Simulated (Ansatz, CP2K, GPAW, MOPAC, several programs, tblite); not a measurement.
What each method gives for SiSe2 (Ibam)

SiSe2 (Ibam) from a database of computed structures, relaxed with r2SCAN+rVV10 in Ansatz, was computed with several methods. Space group Ibam (No. 72), orthorhombic; a = 5.979 Å, b = 9.595 Å, c = 5.847 Å in the conventional setting, 27.96 Å³ an atom. Around Si lie 4 Se at 2.28 Å; around Se lie 2 Si at 2.28 Å. No spin polarisation and no zero-point or thermal motion.

```yaml
crystal:
  lattice:
    - [4.13808, -4.79774, -0.60305]
    - [4.13808, 4.79774, -0.60305]
    - [-3.44296, 0.00000, 4.72602]
  atoms:
    - { symbol: Si, position: [0.00000, 0.00000, 0.75000] }
    - { symbol: Si, position: [0.00000, 0.00000, 0.25000] }
    - { symbol: Se, position: [0.66056, 0.90875, 0.28462] }
    - { symbol: Se, position: [0.09125, 0.33944, 0.21538] }
    - { symbol: Se, position: [0.33944, 0.09125, 0.71538] }
    - { symbol: Se, position: [0.90875, 0.66056, 0.78462] }
```

Gaps and times are for a single point on this cell; volume and bulk modulus come from each method's own relaxation or energy curve at fixed shape, which is too stiff where a cell has free coordinates or axes. Times are rough, from shared hosts (Arm Neoverse V2), and each method has its own mesh and cell size. A double dagger marks a value from a curve with shape and coordinates held. PM7 (MOPAC): levels, charges or heat of formation failed a check of plausibility, so no values are given. PM6 (MOPAC), PM7 (MOPAC), GFN1-xTB (tblite), GFN2-xTB (tblite) treat a cluster of cells at its zone centre, which samples few k points: where these miss a band edge, the gap comes out too large for that reason alone. Gaps from k meshes are read at a limited set of points (mesh, symmetry points, PBE's band edges), so each method's own least gap may be somewhat smaller. xTB and the PM methods were fitted mostly to molecules, and can miss a solid's gap by electronvolts. Minimal bases can be far off for gaps. Curves at held shape can't give the bulk modulus of a layered or molecular crystal, so none is listed. GLLB-SC's gap includes the derivative discontinuity. d marks a direct gap, i an indirect one (no mark: not told apart), a dash a value that wasn't computed or didn't pass its checks.

```json
{"method": "GFN1-xTB (tblite)", "kind": "tight binding", "gap (eV)": "4.41", "own volume (Å³/atom)": "27.26‡", "bulk modulus (GPa)": "–", "atoms computed": "48", "processor time": "1.6 s"}
{"method": "light PBE (260 eV, its own mesh)", "kind": "light plane-wave", "gap (eV)": "1.70 i", "own volume (Å³/atom)": "–", "bulk modulus (GPa)": "–", "atoms computed": "6", "processor time": "2.2 s"}
{"method": "GFN2-xTB (tblite)", "kind": "tight binding", "gap (eV)": "2.05", "own volume (Å³/atom)": "29.16‡", "bulk modulus (GPa)": "–", "atoms computed": "48", "processor time": "2.7 s"}
{"method": "PM6 (MOPAC)", "kind": "semi-empirical", "gap (eV)": "5.72", "own volume (Å³/atom)": "–", "bulk modulus (GPa)": "–", "atoms computed": "48", "processor time": "3.2 s"}
{"method": "PM7 (MOPAC)", "kind": "semi-empirical", "gap (eV)": "–", "own volume (Å³/atom)": "–", "bulk modulus (GPa)": "–", "atoms computed": "48", "processor time": "4 s"}
{"method": "PBE/SZV (CP2K)", "kind": "small basis", "gap (eV)": "2.35 i", "own volume (Å³/atom)": "–", "bulk modulus (GPa)": "–", "atoms computed": "6", "processor time": "9.2 s"}
{"method": "PBE/DZVP (CP2K)", "kind": "small basis", "gap (eV)": "1.58 i", "own volume (Å³/atom)": "29.24‡", "bulk modulus (GPa)": "–", "atoms computed": "6", "processor time": "17 s"}
{"method": "PBE", "kind": "semilocal", "gap (eV)": "1.69 i", "own volume (Å³/atom)": "–", "bulk modulus (GPa)": "–", "atoms computed": "6", "processor time": "26 s"}
{"method": "r2SCAN", "kind": "semilocal", "gap (eV)": "2.04 i", "own volume (Å³/atom)": "–", "bulk modulus (GPa)": "–", "atoms computed": "6", "processor time": "55 s"}
{"method": "GLLB-SC (GPAW)", "kind": "model potential", "gap (eV)": "3.25", "own volume (Å³/atom)": "–", "bulk modulus (GPa)": "–", "atoms computed": "6", "processor time": "95 s"}
```

Against r2SCAN (2.04 eV) the nearest gap at the points sampled is that of GFN2-xTB (tblite) (+0.01 eV) and the farthest that of PM6 (MOPAC) (+3.68 eV). r2SCAN is only a yardstick of convenience: semilocal gaps usually lie below measured ones, which GLLB-SC and hybrids aim to mend.

The runs are scalar-relativistic, without spin-orbit coupling.
